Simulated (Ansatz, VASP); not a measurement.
# Two plane-wave programs on HgTe (Coloradoite)

```
Hg Te
1.0
     0.00000    3.32641    3.32641
     3.32641    0.00000    3.32641
     3.32641    3.32641    0.00000
Hg Te
1 1
Cartesian
  0.0000 0.0000 0.0000
  1.6632 1.6632 1.6632
```

Alike in both runs: functional PBE; k mesh 12 × 12 × 12; occupations fermi-dirac, width 0.15 eV; no spin polarisation.

Ansatz relaxed the structure, and its values are those at the end. VASP's run is a single point on that final structure, the one shown.

|  | VASP | Ansatz |
| --- | --- | --- |
| version | VASP 6.6.1 | Ansatz 0.2.0 |
| potentials or method | VASP PAW PBE potentials, release 64 (Hg, Te) | scalar-relativistic, plane waves, PAW |
| plane-wave cutoff (eV) | 520 | 420 |
| valence electrons in the cell | 18 | 36 |

```tsv
	VASP	Ansatz	Ansatz less VASP
gap on the k mesh at the Fermi level (eV)	none	none	-
pressure (GPa)	0.0	0.0	-0.05
```

A gap of «none» marks a metal or a gap that the smearing closes. The functional is the same, so the differences come from potentials, cutoffs and numerics. The two sets of potentials don't hold the same shells in valence.

Spin-orbit coupling is left out, which matters for the levels of Hg, Te.
